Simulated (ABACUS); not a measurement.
Crystal: BP.

```
P B
1.0
     0.00000    2.26900    2.26900
     2.26900    0.00000    2.26900
     2.26900    2.26900    0.00000
P B
1 1
Direct
  0.75000 0.75000 0.75000
  0.00000 0.00000 0.00000
```

Base run:

* Program: ABACUS 3.10.1
* Functional: PBE
* Potentials or basis: PseudoDojo NC SR 0.4.1 PBE standard
* Cutoff: 1034 eV
* Density cutoff: 4136 eV
* Basis: plane waves
* k mesh: 10 × 10 × 10
* Occupations: fermi-dirac, width 0.05 eV
* Spin: no spin polarisation

Its results: band gap on the k mesh 1.25 eV, indirect (least direct gap 3.41 eV); pressure 1.0 GPa.

**Question.** The run is repeated on the same cell with these changes: cutoff from 1034 eV to 1361 eV; density cutoff from 4136 eV to 5442 eV; basis from plane waves to DZP LCAO (the cutoffs set its grid). What comes out?

**Answer.** Band gap on the k mesh 1.32 eV, indirect (least direct gap 3.44 eV); pressure 4.0 GPa.

Caveats: the atomic orbitals were generated for these runs and aren't a published set (some runs); the basis of atomic orbitals isn't converged, which shifts pressures, moduli and gaps (some runs).

A k mesh can miss the band edges.

Not every run made on this cell is shown here.
